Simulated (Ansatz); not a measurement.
# SrO: the cost of one run

Program: Ansatz 0.2.0. Level of theory: DFT LDA, scalar-relativistic, plane waves, PAW. These are calculated values, not measurements.

**1. The system as given**

It takes space group P6_3/mmc (No. 194, hexagonal). Conventional cell: a = 3.553 Å, b = 3.553 Å, c = 6.217 Å, α = 90.00°, β = 90.00°, γ = 120.00°. Around Sr (site symmetry -6m2) lie 6 O at 2.57 Å. O (site symmetry -3m) has 6 Sr at 2.57 Å as nearest neighbours.

Coordinates:

```cif
data_structure
_symmetry_space_group_name_H-M 'P6_3/mmc'
_symmetry_Int_Tables_number 194
_cell_length_a 3.5533
_cell_length_b 3.5533
_cell_length_c 6.2173
_cell_angle_alpha 90.000
_cell_angle_beta 90.000
_cell_angle_gamma 120.000
_cell_volume 67.98
loop_
_atom_site_label
_atom_site_type_symbol
_atom_site_symmetry_multiplicity
_atom_site_Wyckoff_symbol
_atom_site_fract_x
_atom_site_fract_y
_atom_site_fract_z
_atom_site_occupancy
Sr1 Sr 2 c 0.33333 0.66667 0.25000 1
O1 O 2 a 0.00000 0.00000 0.00000 1
```

It goes back to an entry of the Materials Project, which need not be the stable form.

The cell is taken as given, not relaxed at this level.

**2. Setting up an axial (c/a) deformation path**

At fixed volume and fractional coordinates, lengths along (0.000, 0.000, 1.000) are scaled against those across it; ρ is that ratio over its starting value.

**3. At ρ = 0.850**

Contents of input.yaml:

```yaml
crystal:
  lattice:
    - [3.7510896605, 0.0, 0.0]
    - [-1.8755448302, 3.2485389379, 0.0]
    - [0.0, 0.0, 5.5788932591]
  atoms:
    - { symbol: Sr, position: [0.3333333333, 0.6666666667, 0.25] }
    - { symbol: Sr, position: [0.6666666667, 0.3333333333, 0.75] }
    - { symbol: O, position: [0.0, 0.0, 0.0] }
    - { symbol: O, position: [0.0, 0.0, 0.5] }
basis:
  ecutwfc: 420
kpoints:
  mp_grid: { grid: [9, 9, 4] }
hamiltonian:
  xc: lda
scf:
  occupations: { method: gaussian, width: 0.05 }
output:
  forces: true
  stress: true
  eigenvalues: true
```

**Question.** How long does this run take on 1 thread of an x86-64 CPU, shared host, and how much memory does it need?

About 1.9 s, with a peak of 0.38 GiB.
